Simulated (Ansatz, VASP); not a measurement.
**Hf2H2CO2 (Hf2C(OH)2 MXene bilayer, AB): VASP beside Ansatz**

One calculation is typed for both programs; each brings its own data sets. How far apart do they land? Of the first pair: The structure shown is the start of the Ansatz relaxation below; VASP solves that cell, so the two are compared at the walk's first step.

Method: plane waves, with VASP 6.6.1 beside it; single point at PBE with D3(BJ), in Ansatz 0.2.0.

## (1) The starting structure

The cell holds 14 atoms: 4 H, 4 O, 4 Hf and 2 C. Its edges and angles: a = 3.289 Å, b = 3.289 Å, c = 63.226 Å, α = 90.0°, β = 90.0°, γ = 120.0°. Vacuum lies along c.

## (2) Ansatz: relaxation, PBE with D3(BJ)

Ansatz runs on its default PAW (the set named soft_2) files.

The two programs are compared at the cell with which this relaxation starts, whose forces are those of its first step.

Contents of input.yaml:

```yaml
crystal:
  lattice:
    - [3.289, 0.0, 0.0]
    - [-1.6445, 2.848357553, 0.0]
    - [0.0, 0.0, 63.2258935889]
  atoms:
    - { symbol: H, position: [0.3333333333, 0.6666666667, 0.3724739765] }
    - { symbol: O, position: [0.3333333333, 0.6666666667, 0.3879739551] }
    - { symbol: Hf, position: [0.6666666667, 0.3333333333, 0.4066169755] }
    - { symbol: C, position: [0.0, 0.0, 0.427142613] }
    - { symbol: Hf, position: [0.3333333333, 0.6666666667, 0.4476682505] }
    - { symbol: O, position: [0.6666666667, 0.3333333333, 0.4663112709] }
    - { symbol: H, position: [0.6666666667, 0.3333333333, 0.4818112495] }
    - { symbol: H, position: [0.6666666667, 0.3333333333, 0.5181887505] }
    - { symbol: O, position: [0.6666666667, 0.3333333333, 0.5336887291] }
    - { symbol: Hf, position: [0.0, 0.0, 0.5523317495] }
    - { symbol: C, position: [0.3333333333, 0.6666666667, 0.572857387] }
    - { symbol: Hf, position: [0.6666666667, 0.3333333333, 0.5933830245] }
    - { symbol: O, position: [0.0, 0.0, 0.6120260449] }
    - { symbol: H, position: [0.0, 0.0, 0.6275260235] }
  periodic: [true, true, false]
kpoints:
  mp_grid: { grid: [12, 12, 1] }
hamiltonian:
  xc: pbe
  dispersion: d3bj
scf:
  occupations: { method: fermi_dirac, width: 0.05 }
  convergence: { dr2_threshold: 1.0e-09 }
relax:
  f_tol: 0.004
  max_steps: 90
  cell: {}
output:
  write_potential: true
  write_density: true
  volumetric_format: npy
```

On the command line:

```console
> ansatz run input.yaml --threads 4 --pin off --max-ram 6144MiB --backend cpu --events-out ev --progress --plain --runs-dir out
```

Numbers of over 12 decimals in the logs are rounded to 6 here.

The program printed:

```text
Warning: relax.cell: scf.convergence.dr2_threshold = 1e-9 eV is looser than the 2.05109477649e-10 eV advised for a relaxation that steers and ends on the stress (1e-10 eV for each atom of the cell: 14, times the square of relax.cell.stress_2d_tol = 0.05 N/m over 26.1 Å (the atoms' height at the walk's start and 5 Å past either face), 1.914e-2 GPa, over a crystal's default 0.05). What an SCF threshold leaves in a stress goes as its square root, and in the free energy as the threshold itself, and one threshold admits the most on a small cell: [figures from the program's tests cut] Set scf.convergence.dr2_threshold to 2.05109477649e-10 eV or tighter. [rest of the remark cut]
Engine: ansatz 0.2.0, x86_64-unknown-linux-gnu
Pseudopotentials: kind: paw
Pseudopotential: H, paw, valence charge 1, recommended cutoff 420 eV (normal), H.paw.azcp
Pseudopotential: O, paw, valence charge 6, recommended cutoff 420 eV (normal), O.paw.azcp
Pseudopotential: Hf, paw, valence charge 26, recommended cutoff 420 eV (normal), Hf.paw.azcp
Pseudopotential: C, paw, valence charge 4, recommended cutoff 420 eV (normal), C.paw.azcp
Functional definition: PBE
  parameter kappa = 0.804
  parameter beta = 0.066725
  exchange = pbe_x(kappa = kappa, mu = beta*pi^2/3)
  correlation = pbe_c(beta = beta)
Crystal: 14 atoms, lattice volume = 592.316 Å³
Basis set: ecut = 420 eV, 11779 PW (Γ), exchange–correlation on 48×48×864 points (8 copies of the dense FFT grid, shifted against one another)
Bands: 84, of which v1, the nominal top of the filled ones, is band 70 counted from 1 (69 counted from 0)
Symmetry: 12 space group operations
Space group: P-3m1 (ITA 164), of the structure as read, at distance tolerance 8.4e-5 Å
k-points: 19 of 144
Non-local potential: H, projectors of the file, l = 0: 2, l = 1: 1
Non-local potential: O, projectors of the file, l = 0: 2, l = 1: 2, l = 2: 1
Non-local potential: Hf, projectors of the file, l = 0: 3, l = 1: 2, l = 2: 2, l = 3: 3
Non-local potential: C, projectors of the file, l = 0: 2, l = 1: 2, l = 2: 1
PAW form: soft (Blöchl's): semilocal exchange-correlation on the pseudo side does not see the compensation charge
PAW one-centre angular grid: H, 110 points (default); XC on 64 Gauss nodes
PAW one-centre angular grid: O, 110 points (default); XC on 64 Gauss nodes
PAW one-centre angular grid: Hf, 590 points (default); XC on 64 Gauss nodes
PAW one-centre angular grid: C, 110 points (default); XC on 64 Gauss nodes
Initial density: superposition of atomic densities (neutral atoms: chi_scale 0, normalization atom), corrected by the library's trained network
Initial wavefunctions: pseudopotential atomic-orbital guess
Functional: x = pbe(κ = 0.804, μ = 0.219515), c = pbe(β = 0.066725)
SCF iter   1: F=—  HF=-65731.947006 eV  |F-HF|=—  |Δ(HF+E_count)|=         —  Δρ=4.51e-3  dr2=9.10e-1  ethr=1.77e-3  ⟨swp⟩=11.5  Hψ=9292  notcnv=0  defer=35
preconditioner: auto → LDOS  [insulator: Δε(μ)=0.195 eV  Ē_g=17.023 eV  σ=0.050 eV  W_gap=0.72  n_scr=42 (ndim 8)  ℏωp=17.5 eV  f_vac=0.723  D(μ)=1.47/eV (n_scr^D=12)  ε∞_Penn≈2.1  β→1.0]
SCF iter   2: F=—  HF=-65731.878886 eV  |F-HF|=—  |Δ(HF+E_count)|=   6.81e-2  Δρ=5.46e-3  dr2=5.76e-1  ethr=6.50e-4  ⟨swp⟩=4.3  Hψ=2978  notcnv=0  defer=108
SCF iter   3: F=—  HF=-65731.815139 eV  |F-HF|=—  |Δ(HF+E_count)|=   6.37e-2  Δρ=1.80e-3  dr2=9.69e-2  ethr=4.11e-4  ⟨swp⟩=3.6  Hψ=2540  notcnv=0  defer=108
SCF iter   4: F=—  HF=-65731.803924 eV  |F-HF|=—  |Δ(HF+E_count)|=   1.12e-2  Δρ=8.15e-4  dr2=1.63e-2  ethr=6.92e-5  ⟨swp⟩=3.4  Hψ=2787  notcnv=0  defer=98
SCF iter   5: F=—  HF=-65731.802484 eV  |F-HF|=—  |Δ(HF+E_count)|=   1.44e-3  Δρ=2.99e-4  dr2=1.65e-3  ethr=1.17e-5  ⟨swp⟩=2.9  Hψ=2420  notcnv=0  defer=98
SCF iter   6: F=—  HF=-65731.803104 eV  |F-HF|=—  |Δ(HF+E_count)|=   6.20e-4  Δρ=2.87e-4  dr2=2.24e-3  ethr=1.18e-6  ⟨swp⟩=3.2  Hψ=3476  notcnv=0  defer=98
SCF iter   7: F=—  HF=-65731.802897 eV  |F-HF|=—  |Δ(HF+E_count)|=   2.07e-4  Δρ=5.26e-5  dr2=1.75e-4  ethr=1.18e-6  ⟨swp⟩=2.9  Hψ=2960  notcnv=0  defer=98
SCF iter   8: F=—  HF=-65731.802947 eV  |F-HF|=—  |Δ(HF+E_count)|=   5.03e-5  Δρ=4.87e-5  dr2=1.05e-4  ethr=1.25e-7  ⟨swp⟩=3.8  Hψ=3634  notcnv=0  defer=98
SCF iter   9: F=—  HF=-65731.802947 eV  |F-HF|=—  |Δ(HF+E_count)|=   6.43e-7  Δρ=2.40e-5  dr2=1.69e-5  ethr=7.52e-8  ⟨swp⟩=2.6  Hψ=2685  notcnv=0  defer=98
[...]
SCF converged after 4 iterations
Free energy (F): -65732.462983 eV
Harris-Foulkes:  -65732.462983 eV  (|F-HF|=8.73e-11)
Internal energy: -65732.425717 eV  (E = F + TS)
E sigma→0 (E₀):  -65732.444350 eV
Entropy (-TS):   -0.037266 eV (-2.662 meV/atom)
Fermi energy:    -2.378499 eV
--- Per-component energies (eV) ---
  E_band       = -2740.412876
  E_kinetic    = 2634.198071
  E_local      = -1968324.057250  (includes V_loc(G=0)·N_el)
  E_nonlocal   = -4722.561611
  E_hartree    = 981873.509154
  E_xc         = -1628.827187
  E_vxc        = -1609.406300  (∫ρ·V_xc dr)
  E_paw        = -28543.828479  (= ΣΔE_a)
  E_vpaw       = 5534.382304  (= ΣTr[D̂ρ^β])
  E_aug_tail   = 0.005159  (compensation charges beyond the density's cutoff)
  E_ewald      = 952981.385288
  E_disp       = -2.248862  (pairwise vdW)
  E_smearing   = -0.037266  (= −TS)
  E_closure    = 0.000000  (closes the sum)
  Σ components = -65732.462983   (vs F -65732.462983, Δ=0.00e0)
--- Forces (eV/Å), atoms counted from 1 ---
  atom   1  H     -0.00000000    -0.00000000    -0.00101411
  atom   2  O      0.00000000    -0.00000000     0.00012876
  atom   3  Hf    -0.00000000     0.00000000     0.00015322
  atom   4  C      0.00000000    -0.00000000     0.00046114
  atom   5  Hf     0.00000000    -0.00000000    -0.00043768
  atom   6  O      0.00000000     0.00000000     0.00054948
  atom   7  H     -0.00000000     0.00000000     0.00023104
  atom   8  H     -0.00000000    -0.00000000    -0.00023104
  atom   9  O      0.00000000    -0.00000000    -0.00054948
  atom  10  Hf     0.00000000     0.00000000     0.00043768
  atom  11  C     -0.00000000     0.00000000    -0.00046114
  atom  12  Hf    -0.00000000    -0.00000000    -0.00015322
  atom  13  O      0.00000000     0.00000000    -0.00012876
  atom  14  H     -0.00000000     0.00000000     0.00101411
  max |Σ_I F_I| component: 3.41e-17 eV/Å
--- 2D stress c σ (N/m, compression-positive) ---
        0.004842       0.000000      -0.000000
        0.000000       0.004842       0.000000
       -0.000000       0.000000       0.000000
  P = ½ c Tr σ = 0.0048 N/m
--- Band table (eV; the first three rows and the last of 19) ---
  k-point 0: bands = [... 66 lower, -5.2549, -5.2549, -3.0642, -2.6079, -2.5790, -1.9862, -1.9704, -1.9628, ... 10 higher]
  k-point 1: bands = [... 66 lower, -5.3256, -5.3248, -2.9507, -2.4972, -2.4834, -2.3067, -2.3046, -1.8218, ... 10 higher]
  k-point 2: bands = [... 66 lower, -5.4616, -5.4609, -3.0019, -2.9653, -2.6448, -2.1933, -2.1917, -1.4314, ... 10 higher]
  k-point 18: bands = [... 66 lower, -6.0646, -6.0646, -1.4080, -1.4080, -1.1181, -1.0731, -1.0731, -0.9531, ... 10 higher]
  the weakly bound empty levels are not read free of the cell's end (no_gap_told)
--- Relaxed structure (11 steps of the walk, 11 accepted, 2 SCFs on fresh bases) ---
  F+E_penalty+E_count = -65732.46298346 eV   max|allowed force component| = 1.014e-3 eV/Å   (the final SCF, on the basis selected at the relaxed cell)
  cell:  # Å, volume = 582.1761 Å³
    - [3.260727, 0, 0]
    - [-1.630363, 2.823872, 0]
    - [0, 0, 63.2258935889]
  atoms:
    - { symbol: H, position: [0.333333, 0.666667, 0.368874] }
    - { symbol: O, position: [0.333333, 0.666667, 0.384308] }
    - { symbol: Hf, position: [0.666667, 0.333333, 0.405633] }
    - { symbol: C, position: [-4.446859309210439e-17, -1.7182023000305082e-17, 0.424882] }
    - { symbol: Hf, position: [0.333333, 0.666667, 0.444307] }
    - { symbol: O, position: [0.666667, 0.333333, 0.465143] }
    - { symbol: H, position: [0.666667, 0.333333, 0.480712] }
    - { symbol: H, position: [0.666667, 0.333333, 0.519288] }
    - { symbol: O, position: [0.666667, 0.333333, 0.534857] }
    - { symbol: Hf, position: [-4.046920966346646e-17, -1.7182023000305125e-17, 0.555693] }
    - { symbol: C, position: [0.333333, 0.666667, 0.575118] }
    - { symbol: Hf, position: [0.666667, 0.333333, 0.594367] }
    - { symbol: O, position: [-4.025252982556762e-17, -1.718202300030509e-17, 0.615692] }
    - { symbol: H, position: [-4.02999063886853e-17, -1.71820230003051e-17, 0.631126] }
```

The column dr2 measures how far the density is from self-consistency, as an energy; F and HF (Harris–Foulkes) agree once it is small.

[end of part 1 of 3]

[Lines on the potential files, build, host, timing and source positions are cut from VASP's logs without a mark.]

[Logs are printed without paths, hosts, clocks, repeated set-up lines and the standing remarks that a program may print on its own settings, such as how far it seeks lower states.]

[Hosts, paths, dates, database ids (printed as entryN), source tags and the programs' standing remarks are cut or masked in the printed files.]
